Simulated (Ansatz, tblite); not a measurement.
# GaAgS$_{2}$ with GFN1-xTB from a Python script

These are simulated results from tblite 0.8.0, not measurements. The cell began as a measured structure and was relaxed with r2SCAN in plane waves (Ansatz 0.2.0). All runs are without spin polarisation.

Space group I-42d (No. 122), tetragonal; conventional cell a = 5.756 Å, c = 10.393 Å, 21.52 Å³ an atom. Around Ga lie 4 S at 2.29 Å; around Ag lie 4 S at 2.56 Å; around S lie 2 Ga at 2.29 Å and 2 Ag at 2.56 Å.

tblite solves periodic systems at the zone centre alone, so the script builds a cluster of 2×2×1 conventional cells (64 atoms), which folds in a coarse mesh of k points.

The script, run.py:

```python
import json
from ase import Atoms
from ase.build import make_supercell
from ase.units import Bohr, GPa, Hartree
from tblite.interface import Calculator

atoms = Atoms(['Ga', 'Ga', 'Ag', 'Ag', 'S', 'S', 'S', 'S'],
              cell=[[-2.87788448, 2.87788448, 5.19640558], [2.87788448, -2.87788448, 5.19640558], [2.87788448, 2.87788448, -5.19640558]],
              scaled_positions=[[0.5, 0.5, 0.0], [0.25, 0.75, 0.5], [0.0, 0.0, 0.0], [0.75, 0.25, 0.5], [0.375, 0.414309084, 0.539309084], [0.585690916, 0.125, 0.960690916], [0.875, 0.835690916, 0.460690916], [0.164309084, 0.625, 0.039309084]],
              pbc=True)
cluster = make_supercell(atoms, [[0, 2, 2], [2, 0, 2], [1, 1, 0]])
calc = Calculator('GFN1-xTB', cluster.numbers, cluster.positions / Bohr, lattice=cluster.cell[:] / Bohr, periodic=cluster.pbc)
calc.set('temperature', 0.02 / Hartree)
calc.set('max-iter', 150)
res = calc.singlepoint()
levels = res.get('orbital-energies') * Hartree
nv = round(res.get('orbital-occupations').sum() / 2)
cells = len(cluster) // len(atoms)
out = {'energy_per_cell': res.get('energy') * Hartree / cells, 'homo': levels[nv - 1], 'lumo': levels[nv],
       'stress': (-res.get('virial') * Hartree / cluster.get_volume() / GPa).tolist(), 'charges': res.get('charges')[:len(atoms)].tolist(), 'electrons': 2 * nv / cells}
json.dump(out, open('results.json', 'w'))
for key, value in out.items():
    print(key, value)
```

Command: `python run.py`. It took 4.6 s on 1 thread of Arm Neoverse V2 (shared host), peak memory 0.14 GiB.

The log:

```
------------------------------------------------------------
  cycle        total energy    energy error   density error
------------------------------------------------------------
      1     -202.5192898355  -2.0239160E+02   7.8510588E-01
      2     -204.5235129665  -2.0042231E+00   4.0700660E-01
      3     -204.4729249005   5.0588066E-02   2.3320408E-01
      4     -204.6307512604  -1.5782636E-01   7.1430721E-02
      5     -204.8237320096  -1.9298075E-01   7.6559122E-03
      6     -204.8247756883  -1.0436786E-03   5.1245799E-03
      7     -204.8254179865  -6.4229825E-04   7.5172445E-04
      8     -204.8254415089  -2.3522409E-05   6.9682945E-05
      9     -204.8254415880  -7.9088949E-08   4.8870313E-05
     10     -204.8254416249  -3.6882682E-08   6.3473555E-06
------------------------------------------------------------

 total:                                   4.087 sec
energy_per_cell -696.6980199583667
homo -10.179777526924397
lumo -9.220596863031176
stress [[0.5794910853797024, -9.245100203849526e-07, -1.3391398740484124e-06], [-9.245100203501738e-07, 0.5794913859604377, -1.4481110416697504e-07], [-1.3391398741403953e-06, -1.4481110433324827e-07, 1.511385985009029]]
charges [0.2397116652789371, 0.23970938258108354, 0.20572349900931175, 0.20572392983779142, -0.22272014036739582, -0.22272121721333782, -0.2227219334287333, -0.2227186882535995]
electrons 52.0
```

The cycle table is in hartree for the whole cluster, and the lines after it are in eV (the energy for one cell). The printed stress is in GPa and positive in compression, and the pressure is its mean diagonal.

GFN1-xTB gives a gap of 0.96 eV. On the same cell, plane-wave PBE (Ansatz, 6×6×6 k points and the special points) gives a gap of 1.09 eV and r2SCAN a gap of 1.57 eV; on shared hosts these took about 25 and 55 core-seconds on the 8-atom cell, against 4.6 for the script. Semilocal gaps usually lie below measured ones. xTB was fitted to molecules, so gaps, charges and pressures of solids can be far off, and the gap also depends on the size of the cluster.

The same script was run on cells scaled at fixed shape and fractional coordinates:

| volume (Å³/atom) | energy (meV/atom) | pressure (GPa, positive in compression) | gap (eV) |
| --- | --- | --- | --- |
| 18.94 | 116.3 | 15.27 | 1.18 |
| 20.23 | 29.5 | 6.80 | 1.06 |
| 21.52 | 0.0 | 0.89 | 0.96 |
| 22.81 | 10.6 | -3.29 | 0.88 |
| 24.10 | 49.8 | -6.27 | 0.82 |

A Birch-Murnaghan fit puts the minimum at 21.76 Å³/atom, 1.1 % above the given cell, with a bulk modulus of 78.2 GPa at fixed shape.

xTB was fitted mostly to molecules, and a small cluster samples few k points, so gaps, pressures and kinks along a curve can be far from a solid's.

Spin-orbit coupling is left out.
